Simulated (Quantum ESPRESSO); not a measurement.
# Al2Pt (Fm-3m) in Quantum ESPRESSO: notebook

One crystal, Al2Pt, is run at these levels: PBEsol; tasks: band structure.

Program: Quantum ESPRESSO 7.5. These are calculated values, not measurements. Logs are shortened: lines on timing, memory, paths and dates and some standing lists are left out, and cuts for length are marked.

### Step 1. The structure

It takes space group Fm-3m (No. 225, cubic). Conventional cell: a = 5.910 Å, b = 5.910 Å, c = 5.910 Å, α = 90.00°, β = 90.00°, γ = 90.00°. Pt (site symmetry m-3m) is surrounded by 8 Al at 2.56 Å. Around Al (site symmetry -43m) lie 4 Pt at 2.56 Å.

### Step 2. Band structure, PBEsol

File pw.in:

```
&CONTROL
  calculation = 'scf'
  prefix = 'pwscf'
  outdir = './tmp'
  pseudo_dir = './pseudo'
  tprnfor = .true.
  tstress = .true.
  disk_io = 'low'
/
&SYSTEM
  ibrav = 0
  nat = 3
  ntyp = 2
  ecutwfc = 84
  nbnd = 19
  occupations = 'smearing'
  smearing = 'fd'
  degauss = 0.00367493
/
&ELECTRONS
  conv_thr = 6d-10
  electron_maxstep = 120
  mixing_beta = 0.5
/
ATOMIC_SPECIES
Pt   195.0840 Pt.upf
Al    26.9815 Al.upf
CELL_PARAMETERS angstrom
   0.0000000000    2.9550000000    2.9550000000
   2.9550000000    0.0000000000    2.9550000000
   2.9550000000    2.9550000000    0.0000000000
ATOMIC_POSITIONS crystal
Pt     0.0000000000    0.0000000000    0.0000000000
Al     0.7500000000    0.7500000000    0.7500000000
Al     0.2500000000    0.2500000000    0.2500000000
K_POINTS automatic
8 8 8 0 0 0
```

File pp_density.in:

```
&INPUTPP
  prefix = 'pwscf'
  outdir = './tmp'
  filplot = 'density.dat'
  plot_num = 0
/
&PLOT
  nfile = 1
  filepp(1) = 'density.dat'
  iflag = 3
  output_format = 6
  fileout = 'density.cube'
/
```

File pp_potential.in:

```
&INPUTPP
  prefix = 'pwscf'
  outdir = './tmp'
  filplot = 'potential.dat'
  plot_num = 11
/
&PLOT
  nfile = 1
  filepp(1) = 'potential.dat'
  iflag = 3
  output_format = 6
  fileout = 'potential.cube'
/
```

File pp_elf.in:

```
&INPUTPP
  prefix = 'pwscf'
  outdir = './tmp'
  filplot = 'elf.dat'
  plot_num = 8
/
&PLOT
  nfile = 1
  filepp(1) = 'elf.dat'
  iflag = 3
  output_format = 6
  fileout = 'elf.cube'
/
```

File bands.in:

```
&CONTROL
  calculation = 'bands'
  prefix = 'pwscf'
  outdir = './tmp'
  pseudo_dir = './pseudo'
  disk_io = 'low'
  verbosity = 'high'
/
&SYSTEM
  ibrav = 0
  nat = 3
  ntyp = 2
  ecutwfc = 84
  nbnd = 19
  occupations = 'smearing'
  smearing = 'fd'
  degauss = 0.00367493
/
&ELECTRONS
  conv_thr = 1d-08
  electron_maxstep = 120
  mixing_beta = 0.5
  diago_full_acc = .true.
  startingwfc = 'random'
/
ATOMIC_SPECIES
Pt   195.0840 Pt.upf
Al    26.9815 Al.upf
CELL_PARAMETERS angstrom
   0.0000000000    2.9550000000    2.9550000000
   2.9550000000    0.0000000000    2.9550000000
   2.9550000000    2.9550000000    0.0000000000
ATOMIC_POSITIONS crystal
Pt     0.0000000000    0.0000000000    0.0000000000
Al     0.7500000000    0.7500000000    0.7500000000
Al     0.2500000000    0.2500000000    0.2500000000
K_POINTS crystal
60
 0.0000000000  0.0000000000  0.0000000000 1
 0.0625000000  0.0000000000  0.0625000000 1
 0.1250000000  0.0000000000  0.1250000000 1
 0.1875000000  0.0000000000  0.1875000000 1
 0.2500000000  0.0000000000  0.2500000000 1
 0.3125000000  0.0000000000  0.3125000000 1
 0.3750000000  0.0000000000  0.3750000000 1
 0.4375000000  0.0000000000  0.4375000000 1
 0.5000000000  0.0000000000  0.5000000000 1
 0.5000000000  0.0625000000  0.5625000000 1
 0.5000000000  0.1250000000  0.6250000000 1
 0.5000000000  0.1875000000  0.6875000000 1
 0.5000000000  0.2500000000  0.7500000000 1
 0.4375000000  0.3125000000  0.7500000000 1
 0.3750000000  0.3750000000  0.7500000000 1
 0.3375000000  0.3375000000  0.6750000000 1
 0.3000000000  0.3000000000  0.6000000000 1
 0.2625000000  0.2625000000  0.5250000000 1
 0.2250000000  0.2250000000  0.4500000000 1
 0.1875000000  0.1875000000  0.3750000000 1
 0.1500000000  0.1500000000  0.3000000000 1
 0.1125000000  0.1125000000  0.2250000000 1
 0.0750000000  0.0750000000  0.1500000000 1
 0.0375000000  0.0375000000  0.0750000000 1
 0.0000000000  0.0000000000  0.0000000000 1
 0.0625000000  0.0625000000  0.0625000000 1
 0.1250000000  0.1250000000  0.1250000000 1
 0.1875000000  0.1875000000  0.1875000000 1
 0.2500000000  0.2500000000  0.2500000000 1
 0.3125000000  0.3125000000  0.3125000000 1
 0.3750000000  0.3750000000  0.3750000000 1
 0.4375000000  0.4375000000  0.4375000000 1
 0.5000000000  0.5000000000  0.5000000000 1
 0.5250000000  0.4500000000  0.5250000000 1
 0.5500000000  0.4000000000  0.5500000000 1
 0.5750000000  0.3500000000  0.5750000000 1
 0.6000000000  0.3000000000  0.6000000000 1
 0.6250000000  0.2500000000  0.6250000000 1
 0.5833333333  0.2500000000  0.6666666667 1
 0.5416666667  0.2500000000  0.7083333333 1
 0.5000000000  0.2500000000  0.7500000000 1
 0.5000000000  0.2857142857  0.7142857143 1
 0.5000000000  0.3214285714  0.6785714286 1
 0.5000000000  0.3571428571  0.6428571429 1
 0.5000000000  0.3928571429  0.6071428571 1
 0.5000000000  0.4285714286  0.5714285714 1
 0.5000000000  0.4642857143  0.5357142857 1
 0.5000000000  0.5000000000  0.5000000000 1
 0.4821428571  0.4821428571  0.5357142857 1
 0.4642857143  0.4642857143  0.5714285714 1
 0.4464285714  0.4464285714  0.6071428571 1
 0.4285714286  0.4285714286  0.6428571429 1
 0.4107142857  0.4107142857  0.6785714286 1
 0.3928571429  0.3928571429  0.7142857143 1
 0.3750000000  0.3750000000  0.7500000000 1
 0.6250000000  0.2500000000  0.6250000000 1
 0.5937500000  0.1875000000  0.5937500000 1
 0.5625000000  0.1250000000  0.5625000000 1
 0.5312500000  0.0625000000  0.5312500000 1
 0.5000000000  0.0000000000  0.5000000000 1
```

Potentials or basis: PseudoDojo 0.4.1 SR PBEsol standard.

Started as:

```
$ OMP_NUM_THREADS=1 mpirun -n 2 pw.x -nk 2 -in pw.in > pw.out
$ OMP_NUM_THREADS=1 mpirun -n 1 pp.x -in pp_density.in > pp_density.out
$ OMP_NUM_THREADS=1 mpirun -n 1 pp.x -in pp_potential.in > pp_potential.out
$ OMP_NUM_THREADS=1 mpirun -n 1 pp.x -in pp_elf.in > pp_elf.out
$ OMP_NUM_THREADS=1 mpirun -n 2 pw.x -nk 2 -in bands.in > bands.out
```

pw.out:

```text
This program is part of the open-source Quantum ESPRESSO suite
     for quantum simulation of materials; please cite
[... 13 lines left out ...]
     --------------------
     sticks:   dense  smooth     PW     G-vecs:    dense   smooth      PW
     Sum        1429    1429    421                36085    36085    5769

     Using Slab Decomposition

     bravais-lattice index     =            0
     lattice parameter (alat)  =       7.8972  a.u.
     unit-cell volume          =     348.2564 (a.u.)^3
     number of atoms/cell      =            3
     number of atomic types    =            2
     number of electrons       =        24.00
     number of Kohn-Sham states=           19
     kinetic-energy cutoff     =      84.0000  Ry
     charge density cutoff     =     336.0000  Ry
     scf convergence threshold =      6.0E-10
     mixing beta               =       0.5000
     number of iterations used =            8  plain     mixing
     Exchange-correlation= PBESOL
                           (   1   4  10   8   0   0   0)

     celldm(1)=   7.897168  celldm(2)=   0.000000  celldm(3)=   0.000000
     celldm(4)=   0.000000  celldm(5)=   0.000000  celldm(6)=   0.000000

     crystal axes: (cart. coord. in units of alat)
               a(1) = (   0.000000   0.707107   0.707107 )
               a(2) = (   0.707107   0.000000   0.707107 )
               a(3) = (   0.707107   0.707107   0.000000 )

     reciprocal axes: (cart. coord. in units 2 pi/alat)
               b(1) = ( -0.707107  0.707107  0.707107 )
               b(2) = (  0.707107 -0.707107  0.707107 )
               b(3) = (  0.707107  0.707107 -0.707107 )

     PseudoPot. # 1 for Pt read from file:
     Pt.upf
     Pseudo is Norm-conserving + core correction, Zval = 18.0
     Generated using ONCVPSP code by D. R. Hamann
     Using radial grid of 1358 points,  8 beta functions with:
                l(1) =   0
                l(2) =   0
                l(3) =   1
                l(4) =   1
                l(5) =   2
                l(6) =   2
                l(7) =   3
                l(8) =   3

     PseudoPot. # 2 for Al read from file:
     Al.upf
     Pseudo is Norm-conserving + core correction, Zval =  3.0
     Generated using ONCVPSP code by D. R. Hamann
     Using radial grid of 1876 points,  6 beta functions with:
                l(1) =   0
                l(2) =   0
                l(3) =   1
                l(4) =   1
                l(5) =   2
                l(6) =   2

     atomic species   valence    mass     pseudopotential
     Pt               18.00   195.08400     Pt( 1.00)
     Al                3.00    26.98150     Al( 1.00)

     48 Sym. Ops., with inversion, found

   Cartesian axes

     site n.     atom                  positions (alat units)
         1        Pt     tau(   1) = (   0.0000000   0.0000000   0.0000000  )
         2        Al     tau(   2) = (   1.0606602   1.0606602   1.0606602  )
         3        Al     tau(   3) = (   0.3535534   0.3535534   0.3535534  )

     number of k points=    29  Fermi-Dirac smearing, width (Ry)=  0.0037
                       cart. coord. in units 2pi/alat
        k(    1) = (   0.0000000   0.0000000   0.0000000), wk =   0.0039062
        k(    2) = (   0.0883883   0.0883883  -0.0883883), wk =   0.0312500
        k(    3) = (   0.1767767   0.1767767  -0.1767767), wk =   0.0312500
        k(    4) = (   0.2651650   0.2651650  -0.2651650), wk =   0.0312500
        k(    5) = (  -0.3535534  -0.3535534   0.3535534), wk =   0.0156250
        k(    6) = (   0.1767767   0.0000000   0.0000000), wk =   0.0234375
[... 21 lines left out ...]
        k(   28) = (  -0.7071068   0.1767767  -0.0000000), wk =   0.0468750
        k(   29) = (  -0.7071068   0.3535534   0.0000000), wk =   0.0234375

     Dense  grid:    36085 G-vectors     FFT dimensions: (  48,  48,  48)

     Initial potential from superposition of free atoms

     starting charge      23.9952, renormalised to      24.0000
     Starting wfcs are   18 randomized atomic wfcs +    1 random wfcs

     Self-consistent Calculation

     iteration #  1     ecut=    84.00 Ry     beta= 0.50
     Davidson diagonalization with overlap
     ethr =  1.00E-02,  avg # of iterations =  5.0

     Threshold (ethr) on eigenvalues was too large:
     Diagonalizing with lowered threshold

     Davidson diagonalization with overlap
     ethr =  7.59E-04,  avg # of iterations =  1.7

     total energy              =    -270.51893757 Ry
     estimated scf accuracy    <       0.18805925 Ry

     iteration #  2     ecut=    84.00 Ry     beta= 0.50
     Davidson diagonalization with overlap
     ethr =  7.84E-04,  avg # of iterations =  2.0
[... 43 lines left out ...]
     total energy              =    -270.58340129 Ry
     estimated scf accuracy    <          7.2E-10 Ry

     iteration #  9     ecut=    84.00 Ry     beta= 0.50
     Davidson diagonalization with overlap
     ethr =  3.01E-12,  avg # of iterations =  2.0

     End of self-consistent calculation

          k = 0.0000 0.0000 0.0000 (  4573 PWs)   bands (ev):

   -87.6891 -41.8140 -41.8140 -41.8140   1.0859   6.2673   6.2673   6.2673
     7.6283   7.6283  14.2971  15.1278  15.1278  15.1278  16.7413  16.7413
    16.7413  17.6416  17.6416

          k = 0.0884 0.0884-0.0884 (  4546 PWs)   bands (ev):

   -87.6891 -41.8144 -41.8140 -41.8140   1.3007   6.1429   6.3375   6.3375
     7.6054   7.6054  12.9592  14.5818  14.5818  14.6257  17.2187  17.2687
    17.2687  17.3782  17.3782
[... 13 lines left out ...]
          k =-0.3536-0.3536 0.3536 (  4512 PWs)   bands (ev):

   -87.6891 -41.8166 -41.8144 -41.8144   3.4193   5.2125   6.5885   6.5885
     7.6066   7.8491   7.8491  12.3423  12.3423  15.0528  16.4744  16.4744
    16.6935  20.9715  21.8768

          k = 0.1768 0.0000 0.0000 (  4549 PWs)   bands (ev):

   -87.6891 -41.8144 -41.8141 -41.8141   1.3736   6.0922   6.3749   6.3749
     7.4828   7.6963  13.6399  13.6399  13.8683  14.3296  16.2334  17.3050
    17.8906  17.8906  18.5406

          k = 0.2652 0.0884-0.0884 (  4534 PWs)   bands (ev):

   -87.6891 -41.8151 -41.8143 -41.8143   1.8634   5.8654   6.5126   6.5199
     7.3750   7.7568  11.1886  12.7516  13.3365  14.8748  16.0560  17.4086
    17.7743  17.9539  19.6750
[... 19 lines left out ...]
          k =-0.0884-0.2652 0.2652 (  4547 PWs)   bands (ev):

   -87.6891 -41.8157 -41.8146 -41.8142   2.3849   5.6906   6.5076   6.6359
     7.4510   7.7950   9.6529  11.6777  13.5748  15.4045  16.3232  16.6883
    18.2527  18.2852  18.5888

          k = 0.0000-0.1768 0.1768 (  4549 PWs)   bands (ev):

   -87.6891 -41.8148 -41.8143 -41.8141   1.6527   5.9684   6.4277   6.4534
     7.4819   7.6868  11.8190  12.5186  14.7141  15.3378  16.3013  16.7719
    17.0974  17.8342  18.3093

          k = 0.3536 0.0000 0.0000 (  4552 PWs)   bands (ev):

   -87.6891 -41.8153 -41.8145 -41.8145   2.2223   5.7100   6.6985   6.6985
     7.0999   7.8671  11.3233  11.8312  11.8312  14.3967  15.1237  18.8445
    18.9030  18.9030  20.0842

          k = 0.4419 0.0884-0.0884 (  4528 PWs)   bands (ev):

   -87.6891 -41.8159 -41.8147 -41.8147   2.9554   5.5069   6.6555   6.8952
     7.2148   7.9505   9.3455  11.1674  11.2197  14.6135  15.4786  18.4836
    18.9809  19.5084  21.1471
[... 7 lines left out ...]
          k =-0.0884-0.4419 0.4419 (  4525 PWs)   bands (ev):

   -87.6891 -41.8161 -41.8154 -41.8146   4.0790   5.3355   6.3339   7.0277
     7.1091   7.5950   8.4549   9.7877  11.6370  14.7369  17.3661  18.0397
    18.4139  20.3098  20.3449

          k = 0.0000-0.3536 0.3536 (  4514 PWs)   bands (ev):

   -87.6891 -41.8159 -41.8152 -41.8144   3.2001   5.5225   6.4425   6.9074
     7.3751   7.7123   8.9910  10.0424  12.6354  15.0304  17.0741  17.3767
    18.3466  18.9197  20.4483

          k = 0.5303-0.0000 0.0000 (  4536 PWs)   bands (ev):

   -87.6891 -41.8162 -41.8148 -41.8148   3.5742   5.3719   6.5270   7.1965
     7.1965   8.0482   8.9194  10.3820  10.3820  14.4569  14.7312  19.6095
    20.4149  20.4149  20.9731

          k =-0.0884-0.6187 0.6187 (  4525 PWs)   bands (ev):

   -87.6891 -41.8164 -41.8151 -41.8149   4.4652   5.2775   6.0312   7.3744
     7.6215   7.7907   7.9945   9.8120  10.1620  14.5586  15.2541  18.8582
    20.5426  21.6637  21.8159

          k = 0.0000-0.5303 0.5303 (  4526 PWs)   bands (ev):

   -87.6891 -41.8162 -41.8156 -41.8148   4.8606   5.4080   5.7403   7.0003
     7.3576   7.6829   8.2721   9.3186  10.7141  14.6067  16.7166  18.0915
    19.8990  20.4818  21.3174

          k =-0.7071 0.0000 0.0000 (  4488 PWs)   bands (ev):

   -87.6891 -41.8166 -41.8150 -41.8150   5.0319   5.2421   5.5030   7.5386
     7.5386   7.8961   8.1267   9.7141   9.7141  14.4809  14.6493  19.4096
    22.0622  22.0623  22.4859

          k = 0.3536 0.1768 0.0000 (  4544 PWs)   bands (ev):

   -87.6891 -41.8156 -41.8147 -41.8144   2.4739   5.6585   6.5613   6.7399
     7.2871   7.8578  10.0044  11.1433  12.7446  15.3551  15.7811  17.2604
    18.0465  19.3733  19.8146

          k =-0.2652-0.4419 0.6187 (  4530 PWs)   bands (ev):

   -87.6891 -41.8161 -41.8150 -41.8145   3.3765   5.4401   6.4798   6.9046
     7.4837   7.7256   8.5235  10.4453  11.9001  15.2844  16.4438  17.4570
    18.4881  19.3053  20.8237
[... 13 lines left out ...]
          k =-0.0884-0.4419 0.6187 (  4521 PWs)   bands (ev):

   -87.6891 -41.8161 -41.8155 -41.8149   4.6572   5.2881   6.1358   6.8141
     7.3274   7.8670   8.2270   9.3510  10.6813  15.3080  16.8289  17.3134
    19.2138  20.3774  21.9290

          k = 0.0000-0.3536 0.5303 (  4524 PWs)   bands (ev):

   -87.6891 -41.8159 -41.8156 -41.8147   4.2946   5.3769   6.3057   6.8460
     7.2438   7.6031   8.8367   9.0613  11.1591  15.5127  16.6793  17.8062
    18.8112  19.5659  21.9750

          k =-0.7071 0.1768-0.0000 (  4530 PWs)   bands (ev):

   -87.6891 -41.8164 -41.8152 -41.8150   5.2558   5.2916   5.4290   7.1770
     7.5390   7.8329   8.0657   9.3274  10.1684  15.0767  15.4195  18.3281
    20.3677  21.5328  23.2782

          k =-0.7071 0.3536 0.0000 (  4540 PWs)   bands (ev):

   -87.6891 -41.8158 -41.8158 -41.8150   5.3151   5.3151   5.9074   6.2183
     7.5393   8.0638   8.5395   8.5395  10.4327  16.5297  16.5297  17.4489
    17.5972  21.2872  23.8546

     the Fermi energy is    11.2901 ev

!    total energy              =    -270.58340129 Ry
     estimated scf accuracy    <          4.2E-11 Ry
     smearing contrib. (-TS)   =      -0.00091083 Ry
     internal energy E=F+TS    =    -270.58249046 Ry

     The total energy is F=E-TS. E is the sum of the following terms:
     one-electron contribution =    -137.94854814 Ry
     hartree contribution      =      76.71717821 Ry
     xc contribution           =     -51.68530533 Ry
     ewald contribution        =    -157.66581520 Ry

     convergence has been achieved in   9 iterations

     Forces acting on atoms (cartesian axes, Ry/au):

     atom    1 type  1   force =     0.00000000   -0.00000000    0.00000000
     atom    2 type  2   force =     0.00000000    0.00000000   -0.00000000
     atom    3 type  2   force =    -0.00000000    0.00000000   -0.00000000

     Total force =     0.000000     Total SCF correction =     0.000000

     Computing stress (Cartesian axis) and pressure

          total   stress  (Ry/bohr**3)                   (kbar)     P=      -10.23
  -0.00006956   0.00000000   0.00000000          -10.23        0.00        0.00
   0.00000000  -0.00006956  -0.00000000            0.00      -10.23       -0.00
   0.00000000  -0.00000000  -0.00006956            0.00       -0.00      -10.23

=------------------------------------------------------------------------------=
   JOB DONE.
=------------------------------------------------------------------------------=
```

Run time: 35 s. Hardware: 2 MPI ranks of AMD EPYC 9R45 (Zen 5), shared host; peak memory 0.22 GiB.

Results:

```
Free energy            : -3681.4747 eV
Pressure               : -1.0 GPa
Band gap on the k mesh : none (metal or under the smearing width)
```

Levels at the corners of the path, in eV from the Fermi level:
| point | band 10 | band 11 | band 12 | band 13 | band 14 | band 15 |
| --- | --- | --- | --- | --- | --- | --- |
| Γ | -3.66 | 3.01 | 3.84 | 3.84 | 3.84 | 5.45 |
| X | -3.39 | -3.16 | -1.58 | -1.58 | 3.19 | 3.36 |
| W | -3.23 | -2.75 | -2.75 | -0.86 | 5.24 | 5.24 |
| K | -3.61 | -3.02 | -1.97 | -0.58 | 3.32 | 5.43 |
| Γ | -3.66 | 3.01 | 3.84 | 3.84 | 3.84 | 5.45 |
| L | -3.44 | -3.44 | 1.05 | 1.05 | 3.76 | 5.18 |
| U | -3.61 | -3.02 | -1.97 | -0.58 | 3.32 | 5.43 |
| W | -3.23 | -2.75 | -2.75 | -0.86 | 5.24 | 5.24 |
| L | -3.44 | -3.44 | 1.05 | 1.05 | 3.76 | 5.18 |
| K | -3.61 | -3.02 | -1.97 | -0.58 | 3.32 | 5.43 |
| U | -3.61 | -3.02 | -1.97 | -0.58 | 3.32 | 5.43 |
| X | -3.39 | -3.16 | -1.58 | -1.58 | 3.19 | 3.36 |

Caveat: spin-orbit coupling is left out, which moves the levels of the heavy elements.

### Step 3. Band structure, PBEsol, spin-orbit coupling, no magnetisation

Edit pw.in of step 2 so:

```diff
@@ -14,3 +14,3 @@
   ecutwfc = 84
-  nbnd = 19
+  nbnd = 38
   occupations = 'smearing'
@@ -18,2 +18,4 @@
   degauss = 0.00367493
+  noncolin = .true.
+  lspinorb = .true.
 /
```

Edit bands.in of step 2 so:

```diff
@@ -13,3 +13,3 @@
   ecutwfc = 84
-  nbnd = 19
+  nbnd = 38
   occupations = 'smearing'
@@ -17,2 +17,4 @@
   degauss = 0.00367493
+  noncolin = .true.
+  lspinorb = .true.
 /
```

Potentials or basis: PseudoDojo 0.4 FR PBEsol standard.

Started as:

```
$ OMP_NUM_THREADS=1 mpirun -n 2 pw.x -nk 2 -in pw.in > pw.out
$ OMP_NUM_THREADS=1 mpirun -n 2 pw.x -nk 2 -in bands.in > bands.out
```

Run time: 2.3 min. Hardware: 2 MPI ranks of AMD EPYC 9R45 (Zen 5), shared host; peak memory 0.5 GiB.

The run converged. Its results:

```
Free energy            : -3687.5285 eV
Pressure               : -1.4 GPa
Band gap on the k mesh : none (metal or under the smearing width)
```

Levels at the corners of the path, in eV from the Fermi level:
```tsv
point	band 20	band 21	band 22	band 23	band 24	band 25	band 26	band 27	band 28	band 29
Γ	-3.54	2.83	2.83	3.01	3.01	4.21	4.21	4.21	4.21	5.32
X	-3.15	-2.95	-2.95	-1.81	-1.81	-1.39	-1.39	3.23	3.23	3.38
W	-3.46	-2.68	-2.68	-2.52	-2.52	-0.83	-0.83	5.17	5.17	5.32
K	-3.62	-2.93	-2.93	-1.90	-1.90	-0.58	-0.58	3.34	3.34	5.43
Γ	-3.54	2.83	2.83	3.01	3.01	4.21	4.21	4.21	4.21	5.32
L	-3.18	-3.12	-3.12	0.71	0.71	1.31	1.31	3.76	3.76	4.97
U	-3.62	-2.93	-2.93	-1.90	-1.90	-0.58	-0.58	3.34	3.34	5.43
W	-3.46	-2.68	-2.68	-2.52	-2.52	-0.83	-0.83	5.17	5.17	5.32
L	-3.18	-3.12	-3.12	0.71	0.71	1.31	1.31	3.76	3.76	4.97
K	-3.62	-2.93	-2.93	-1.90	-1.90	-0.58	-0.58	3.34	3.34	5.43
U	-3.62	-2.93	-2.93	-1.90	-1.90	-0.58	-0.58	3.34	3.34	5.43
X	-3.15	-2.95	-2.95	-1.81	-1.81	-1.39	-1.39	3.23	3.23	3.38
```
